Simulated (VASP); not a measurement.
**Ge: single point with PBE**

Crystal: Ge.

```xyz
2
Lattice="0.0000 2.8118 2.8118 2.8118 0.0000 2.8118 2.8118 2.8118 0.0000" Properties=species:S:1:pos:R:3 pbc="T T T"
Ge    0.0000    0.0000    0.0000
Ge    1.4059    1.4059    1.4059
```

The cell isn't the ideal one: a relaxed cell with its volume scaled by 0.91.

```json
{"Program": "VASP 6.6.1", "Task": "single point", "Functional": "PBE", "Potentials or basis": "VASP PAW PBE potentials, release 64 (Ge_d)", "Cutoff": "520 eV", "k mesh": "4 × 4 × 4", "Occupations": "gaussian, width 0.02 eV", "Spin": "no spin polarisation", "Further INCAR settings": "ALGO = Normal; EDIFF = 1e-07; NBANDS = 21"}
```

The pressure is 5.0 GPa. The band gap on the k mesh is 0.21 eV, direct.

Levels at points of the mesh, in eV from the valence-band top:
```
           k point  band 10  band 11  band 12  band 13  band 14  band 15  band 16  band 17  band 18  band 19
(0.00, 0.00, 0.00)   -24.56   -12.92     0.00     0.00     0.00     0.21     2.54     2.54     2.54     6.49
(0.50, 0.00, 0.00)   -24.53   -10.78    -7.69    -1.44    -1.44     0.24     3.74     3.74     7.15    10.71
(0.50, 0.50, 0.00)   -24.52    -8.96    -8.96    -3.15    -3.15     0.72     0.72     9.66     9.66    11.81
```

Run time: 9.6 s on 1 thread of AMD EPYC 7R13 Processor (Zen 3), with other jobs on the host, peak memory 0.13 GiB.

Caveat: the k mesh is coarse (spacing up to 0.48 Å⁻¹), so the values aren't converged. A k mesh can miss the band edges.
